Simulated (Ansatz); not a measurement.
Theory: DFT, RPBE, plane waves (420 eV) with PAW, scalar-relativistic in Ansatz 0.2.0. The PAW files were generated under PBE, with cores re-solved for the functional.

An element in the simple cubic structure gives this curve. The cell is scaled uniformly from the relaxed one, with fractional coordinates and shape fixed. Energies are extrapolated to zero smearing, pressures are those at the given smearing. Magnetic state: spin not included.

```tsv
V (Å³/atom)	E − E₀ (meV/atom)	P (GPa)
18.765	12.8	1.83
19.618	5.2	1.11
20.471	1.1	0.50
21.324	0.0	0.00
22.177	1.4	-0.43
23.029	4.9	-0.79
23.882	10.1	-1.10
```

(1) Which element is it?
A. titanium
B. lithium
C. palladium
D. platinum

Answers

(1) B. Its fit is V₀ = 21.26 Å³/atom, B₀ = 11.8 GPa, B₀′ = 3.3.
